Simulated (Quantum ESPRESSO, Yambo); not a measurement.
Planning a run of Yambo 5.3.0 on Sb (buckled honeycomb monolayer). The input:

```
optics
bss
bse
em1s
dipoles
rim_cut
rim_w
RandQpts= 3000000
RandGvec= 100 RL
CUTGeo= "slab z"
RandGvecW= 9 RL
Chimod= "HARTREE"
BSKmod= "SEX"
BSEmod= "resonant"
BSSmod= "d"
BSENGexx= 30 Ry
BSENGBlk= 5 Ry
% BSEQptR
 1 | 1 |
%
% BSEBands
 41 | 56 |
%
% BEnRange
 0 | 7 | eV
%
% BDmRange
 0.1 | 0.1 | eV
%
BEnSteps= 141
% BLongDir
 1 | 0 | 0 |
%
% BndsRnXs
 1 | 84 |
%
NGsBlkXs= 5 Ry
% LongDrXs
 1 | 1 | 0 |
%
% KfnQP_E
 0.963 | 1.0 | 1.0 |
%
WRbsWF
```

```sh
OMP_NUM_THREADS=4 mpirun -n 2 yambo -F bse2.in -J bse2 -C bse2 > bse2.log
```

The stored states that it reads are on a 6×6×1 mesh. The cell holds 2 atoms: 2 Sb. Its edges and angles: a = 4.136 Å, b = 4.136 Å, c = 14.000 Å, α = 90.0°, β = 90.0°, γ = 120.0°. It derives from  ([{'formula': 'Sb', 'spacegroup': 166, 'source': 'prototype of the bulk crystal'}]). Vacuum lies along c.

Q: Estimate wall time and host memory on 2 MPI ranks of Arm Neoverse V1, shared host.

It took 5.2 min; on shared hardware allow 2.6 min to 10 min. Peak host memory was 2.0 GiB.

The kernel grows as the square of the matrix size, and full diagonalisation as its cube.

[Paths, hosts, dates, memory and timing lines, banners, echoed tables and standing remarks are left out of the program output.]

[Logs are printed without paths, hosts, clocks, repeated set-up lines and the standing remarks that a program may print on its own settings, such as how far it seeks lower states.]

[Runs of the session that timed out or met a known fault of the program may be left out.]

[Hosts, paths, dates, database ids (printed as entryN), source tags and the programs' standing remarks are cut or masked in the printed files.]
